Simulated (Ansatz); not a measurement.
# BN, space group R3m: an equation of state with a fit

Computed with Ansatz 0.2.0, Python API.

The cells in order, each with its output:

```python
from dataclasses import dataclass

import ansatz as az
from ase.eos import EquationOfState
from ase.units import GPa
import numpy as np


@dataclass
class RunConfig:
    dispersion: str = "d4"
    smearing: str = "fixed"
    cutoff: int = 600
    mesh: tuple[int, ...] = (10, 10, 10)
```

```python
opts = RunConfig()
```

```python
VECTORS = np.array([
    [1.251122, 0.722335, 3.372934],
    [-1.251122, 0.722335, 3.372934],
    [0.0, -1.444671, 3.372934],
])
SITES = [
    ("B", (0.999671, 0.999671, 0.999671)),
    ("N", (0.332762, 0.332762, 0.332762)),
]
```

```python
def make_crystal(cell):
    crystal = az.Crystal(lattice=az.Lattice.of(cell))
    for symbol, position in SITES:
        crystal = crystal.atom(symbol, position)
    return crystal

volumes, energies = [], []
for scale in np.linspace(0.92, 1.08, 7):
    cell = VECTORS * scale ** (1 / 3)
    base = (
        make_crystal(cell).calculation()
        .functional(az.Functional.R2SCAN, dispersion=opts.dispersion)
        .occupations(opts.smearing)
        .basis(opts.cutoff)
        .kpoints(*opts.mesh)
    )
    report = base.run(threads=1).report
    volumes.append(abs(np.linalg.det(cell)) / len(SITES))
    energies.append(report["free_energy_ev"] / len(SITES))
    print(f"V = {volumes[-1]:8.4f} A^3/atom  F = {energies[-1]:.5f} eV/atom")

eos = EquationOfState(volumes, energies, eos="murnaghan")
v0, e0, bulk = eos.fit()
print(f"V0 = {v0:.4f} A^3/atom, E0 = {e0:.5f} eV/atom, B = {bulk / GPa:.1f} GPa")
```

    V =   8.4131 A^3/atom  F = -272.08699 eV/atom
    V =   8.6569 A^3/atom  F = -272.11386 eV/atom
    V =   8.9008 A^3/atom  F = -272.12814 eV/atom
    V =   9.1447 A^3/atom  F = -272.13126 eV/atom
    V =   9.3885 A^3/atom  F = -272.12449 eV/atom
    V =   9.6324 A^3/atom  F = -272.10897 eV/atom
    V =   9.8762 A^3/atom  F = -272.08568 eV/atom
    V0 = 9.0953 A^3/atom, E0 = -272.13145 eV/atom, B = 247.3 GPa

A third-order Birch-Murnaghan fit through the 7 points (the script's own form differs a little) has its minimum at 9.10 Å³ an atom, 0.5 % below the typed cell, with a bulk modulus of 248 GPa and dB/dP = 3.5. From that minimum the energy rises by 44.5 meV an atom on the compressed side and 45.8 meV on the expanded side.

Notes:
- Absolute energies stand on the zero of these potentials, so only differences at equal settings mean something.
- Shape and fractional positions are held along the curve, so the bulk modulus is an upper value where they are free to relax.
- This cell is a computed structure, which may not be the phase found in nature.
- Timing: 61 s on 1 thread of Arm Neoverse N1, on a shared host, peak memory 0.42 GiB.
